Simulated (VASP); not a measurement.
A run of VASP 6.6.1 is set up as follows.

The input INCAR:

```
ALGO = Fast
EDIFF = 1E-7
ENCUT = 520
GGA = PE
ISIF = 2
ISMEAR = 0
LASPH = T
LCHARG = T
LELF = T
LREAL = F
LVHAR = T
LWAVE = F
NBANDS = 8
NELM = 60
PREC = Accurate
SIGMA = 0.1
```

The input KPOINTS:

```
k-points
0
Gamma
  18 18 16
```

Contents of POSCAR:

```
Si
1.0
    2.6009935655      0.0000000000      0.0000000000
   -1.3004967828      2.2525265028      0.0000000000
    0.0000000000      0.0000000000      2.5959366497
Si
1
Direct
    0.0000000000      0.0000000000      0.0000000000
```

Potentials or basis: VASP PAW PBE potentials, release 64 (Si).

Run with:

```bash
$ cat potpaw_PBE.64/Si/POTCAR > POTCAR
$ mpirun -np 1 vasp_std > vasp.out
```

Q: What does it give for the band gap on the k mesh?

A: None (metal or under the smearing width).

Q: What does it give for the pressure?

A: -0.7 GPa.

Stress tensor (GPa, compression positive):
```
  4.23   0.00   0.00
  0.00   4.23   0.00
  0.00   0.00 -10.67
```
